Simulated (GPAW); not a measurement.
Runs of GPAW 26.7.0 on Cu. Symmetry: I4/mmm, No. 139, tetragonal system. Conventional cell: a = 2.886 Å, b = 2.886 Å, c = 2.752 Å, α = 90.00°, β = 90.00°, γ = 90.00°. Cu (site symmetry 4/mmm) has 10 Cu at 2.46 to 2.75 Å as nearest neighbours. This isn't the form of Cu at room conditions, which is fcc.

```csv
task,level,potentials or basis,cell,optimizer,fmax,max steps,convergence,gap on the mesh (eV),pressure (GPa),relaxed volume (Å³/atom)
relaxation of cell and atoms,PBEsol+D3,"PAW data sets generated in the run's folder for this functional, pw",relaxed,BFGS,0.02 eV/Å,60,density=1e-05 forces=0.0001,none,0.0,(b)
relaxation of cell and atoms,PBEsol+D4,"PAW data sets generated in the run's folder for this functional, pw",relaxed,BFGS,0.02 eV/Å,60,density=1e-05 forces=0.0001,none,0.1,11.21
relaxation of cell and atoms,PBEsol+D3(BJ)+ATM,"PAW data sets generated in the run's folder for this functional, pw",relaxed,BFGS,0.02 eV/Å,60,density=1e-05 forces=0.0001,none,0.1,11.12
relaxation of cell and atoms,PBEsol+D3(BJ),"PAW data sets generated in the run's folder for this functional, pw",relaxed,BFGS,0.02 eV/Å,60,density=1e-05 forces=0.0001,none,0.0,10.99
relaxation of cell and atoms,PBEsol,"PAW data sets generated in the run's folder for this functional, pw",relaxed,BFGS,0.02 eV/Å,60,density=1e-05 forces=0.0001,none,0.0,(a)
```

Alike in all rows: no spin polarisation; k mesh 13 × 13 × 13; cutoff (eV) 600; smearing fermi-dirac 0.05 eV.

Estimate the missing entries.

(a) 11.50; (b) 10.98.

Caveats: with this Cu data set, volumes or pressures lay over 1.5 % or 2 GPa off other programs in two to four cells of ten; later steps reuse the first step's grids; pairwise dispersion overbinds metals, which lowers pressure and volume (some runs).

A gap of «none» marks a metal or a gap under the smearing width.
